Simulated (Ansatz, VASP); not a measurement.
# One calculation of Zn5Cd2Te, two programs

```xyz
8
Lattice="4.6905 0.0000 0.0000 -2.3453 4.0621 0.0000 0.0000 0.0000 9.1627" Properties=species:S:1:pos:R:3 pbc="T T T"
Zn    1.5563    2.7711    3.6251
Zn    1.5125   -0.0378    3.6251
Zn   -0.7235    1.3288    3.6251
Zn    0.0000    0.0000    6.3407
Zn    0.0000    2.7081    5.9382
Cd    2.3453    1.3540    6.1843
Cd    2.3453    1.3540    1.1667
Te    0.0000    0.0000    0.0983
```

Alike in both runs: functional PBE; k mesh 4 × 4 × 2; occupations gaussian, width 0.2 eV; no spin polarisation.

Ansatz relaxed the structure, and its values are those at the end. VASP's run is a single point on that final structure, the one shown.

|  | VASP | Ansatz |
| --- | --- | --- |
| version | VASP 6.6.1 | Ansatz 0.2.0 |
| potentials or method | VASP PAW PBE potentials, release 64 (Zn, Cd, Te) | scalar-relativistic, plane waves, PAW |
| plane-wave cutoff (eV) | 520 | 420 |
| valence electrons in the cell | 90 | 116 |

|  | VASP | Ansatz | Ansatz less VASP |
| --- | --- | --- | --- |
| gap on the k mesh at the Fermi level (eV) | none | none | - |
| pressure (GPa) | 0.5 | 0.2 | -0.24 |
| rms of the force components (eV/Å) | 0.014 | 0.013 | -0.0010 |

A gap of «none» marks a metal or a gap that the smearing closes. The two sets of potentials don't hold the same shells in valence.

Caveats: the k mesh is coarse (spacing up to 0.39 Å⁻¹), so the values aren't converged. Spin-orbit coupling is left out, which matters for the levels of Te.
